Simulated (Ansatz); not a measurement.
Input of an Ansatz 0.2.0 run:

The input input.yaml:

```yaml
crystal:
  lattice:
    - [-2.495898, 2.650863, 1.436947]
    - [2.495898, -2.650863, 1.436947]
    - [2.495898, 2.650863, -1.436947]
  atoms:
    - { symbol: Ge, position: [0.314057, 0.064057, 0.25] }
    - { symbol: Ge, position: [0.685943, 0.935943, 0.75] }
kpoints:
  mp_grid: { grid: [11, 11, 11] }
scf:
  occupations: { method: gaussian, width: 0.05 }
hamiltonian:
  xc: pbe
  pseudopotentials: { kind: all_electron, lapw: { basis_error: 0.001 } }
output:
  forces: true
  stress: true
  eigenvalues: true
```

Potentials or basis: all-electron LAPW, scalar-relativistic.

Launch:

```bash
$ ansatz run input.yaml --threads 1 --pin off --max-ram 3072MiB --backend cpu --events-out ev --progress --plain --runs-dir out
```

Estimate the band gap on the k mesh.

none (metal or under the smearing width).

Predict the largest force.

0.063 eV/Å.

Estimate the pressure.

1.1 GPa.

Forces on the atoms (eV/Å):
```
Ge   0.000  0.000  0.063
Ge   0.000  0.000 -0.063
```
